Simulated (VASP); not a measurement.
Set up this calculation in VASP 6.6.1, as the native input.

| Item | Value |
| --- | --- |
| Task | relaxation of shape and atoms at fixed volume |
| Functional | LDA |
| Potentials or basis | VASP PAW LDA potentials, release 64 (Mg) |
| Cutoff | 600 eV |
| k mesh | 15 × 15 × 7 |
| Occupations | methfessel-paxton, width 0.1 eV |
| Spin | no spin polarisation |
| Further INCAR settings | ALGO = Fast; EDIFF = 1e-07; IBRION = 2; EDIFFG = -0.01; NSW = 40; ISIF = 4 |

The structure of Mg lies in POSCAR:

```
Mg                                      
1.0
    3.1241334160      0.0000000000      0.0000000000
   -1.5620667080      2.7055789031      0.0000000000
    0.0000000000      0.0000000000      4.9747908717
  Mg            
     2
Direct
     0.3333333332999970    0.6666666667000030    0.2500000000000000
     0.6666666667000030    0.3333333332999970    0.7500000000000000
```

The cell isn't the ideal one: a relaxed cell with its volume scaled by 0.98.

The input as run:

INCAR

```
SYSTEM = Mg
  ALGO = Fast
  EDIFF = 1E-7
  EDIFFG = -0.01
  ENCUT = 600
  GGA = CA
  IBRION = 2
  ISIF = 4
  ISMEAR = 1
  LASPH = .TRUE.
  LCHARG = .FALSE.
  LREAL = .FALSE.
  LWAVE = .FALSE.
  NELM = 80
  NSW = 40
  PREC = Accurate
  SIGMA = 0.1
```

KPOINTS

```
k-points
0
G
  15 15 7
  0 0 0
```

Potentials or basis: VASP PAW LDA potentials, release 64 (Mg).

Command:

```console
$ cat potpaw_LDA.64/Mg/POTCAR > POTCAR
$ mpirun -np 1 vasp_std > vasp.out
```

Results of the run:

```json
{
 "Pressure after relaxing": "0.8 GPa",
 "Band gap on the k mesh": "none (metal or under the smearing width)"
}
```

Caveat: the relaxation stopped at its first step, so nothing moved.

Run time: 22 s on 1 thread of Intel(R) Xeon(R) Platinum 8375C CPU @ 2.90GHz (Ice Lake), with other jobs on the host, peak memory 0.17 GiB.
